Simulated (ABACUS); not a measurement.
## MnS under changes of volume

One of the cells (15.133 Å³/atom); the others are scaled copies at fixed shape and fractional positions:

```xyz
2
Lattice="0.0000 2.4735 2.4735 2.4735 0.0000 2.4735 2.4735 2.4735 0.0000" Properties=species:S:1:pos:R:3 pbc="T T T"
Mn    0.0000    0.0000    0.0000
S     3.7102    3.7102    3.7102
```

The cell is a database's computed one.

* Program: ABACUS 3.10.1
* Functional: PBEsol
* Potentials or basis: PseudoDojo NC SR 0.4.1 PBEsol standard
* Cutoff: 1320 eV
* Density cutoff: 5279 eV
* Basis: plane waves
* k mesh: 9 × 9 × 9
* Occupations: fermi-dirac, width 0.05 eV
* Spin: collinear spin, ferromagnetic start
* Starting moments: [4.0, 0.0] μB

```tsv
volume (Å³/atom)	energy over the lowest point (meV/atom)	pressure (GPa)	moment (μB per cell)
14.225	?	?	?
14.527	2.51	3.0	0.23
14.830	0.00	-0.3	0.25
15.133	3.29	-3.1	0.28
15.435	11.78	-5.7	0.30
15.738	24.91	-8.0	0.32
```

Q: What does the run at 14.225 Å³/atom give?

A: Energy over the lowest point 11.52 meV/atom; pressure 6.6 GPa; moment 0.20 μB per cell.

Worked out: A Birch-Murnaghan fit of order 3 (a polynomial in V^(-2/3)) to the other rows has its minimum at 14.80 Å³/atom with B0 = V·E''(V) = 152 GPa and B' = 4.5. It gives 11.51 meV/atom at 14.225 Å³/atom, against the run's 11.52, and -dE/dV = 6.6 GPa, against 6.6. A straight line through the other rows of the moment, of slope 0.076 μB per Å³/atom, extrapolates to 0.21 μB, against the run's 0.20.

Energies are extrapolated to zero smearing.

Caveats: the moment fell far below its start of 4 μB, so a state of higher moment may lie lower in energy.
